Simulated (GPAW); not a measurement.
Sn:

```
Sn
1.0
     0.00000    3.23334    3.23334
     3.23334    0.00000    3.23334
     3.23334    3.23334    0.00000
Sn
2
Direct
  0.75000 0.75000 0.75000
  0.50000 0.50000 0.50000
```

This isn't the form of Sn at room conditions, which is tetragonal (white tin).

* Program: GPAW 26.7.0
* Task: relaxation of cell and atoms
* Functional: RPBE
* Dispersion: D3(BJ)
* Potentials or basis: the program's PAW data sets (release 1.2.1) made for this functional
* Cutoff: 600 eV
* Basis: pw
* k mesh: 7 × 7 × 7
* Occupations: fermi-dirac, width 0.05 eV
* Spin: no spin polarisation

At the start: pressure -3.1 GPa; volume 33.80 Å³/atom.

Question: How do energy, volume and symmetry change on relaxing?

Answer: Over 4 steps the energy falls by 23.0 meV/atom and the volume is 31.60 Å³/atom (-6.5 %); space group Fd-3m (No. 227, to 0.05 Å).

Step by step:
| step | energy change (eV) | largest force (eV/Å) | pressure (GPa) | volume (Å³) |
| --- | --- | --- | --- | --- |
| 1 | 0.0000 | 0.0000 | -3.15 | 67.61 |
| 2 | -0.0170 | 0.0000 | -2.57 | 66.65 |
| 3 | -0.0457 | 0.0000 | 0.30 | 62.82 |
| 4 | -0.0461 | 0.0000 | -0.02 | 63.20 |

Final structure:
```cif
data_structure
_symmetry_space_group_name_H-M 'P 1'
_symmetry_Int_Tables_number 1
_cell_length_a 4.4710
_cell_length_b 4.4710
_cell_length_c 4.4710
_cell_angle_alpha 60.000
_cell_angle_beta 60.000
_cell_angle_gamma 60.000
_cell_volume 63.20
loop_
_atom_site_label
_atom_site_type_symbol
_atom_site_fract_x
_atom_site_fract_y
_atom_site_fract_z
_atom_site_occupancy
Sn1 Sn 0.75000 0.75000 0.75000 1
Sn2 Sn 0.50000 0.50000 0.50000 1
```

Caveat: later steps reuse the first step's grids; pairwise dispersion overbinds metals, which lowers pressure and volume.
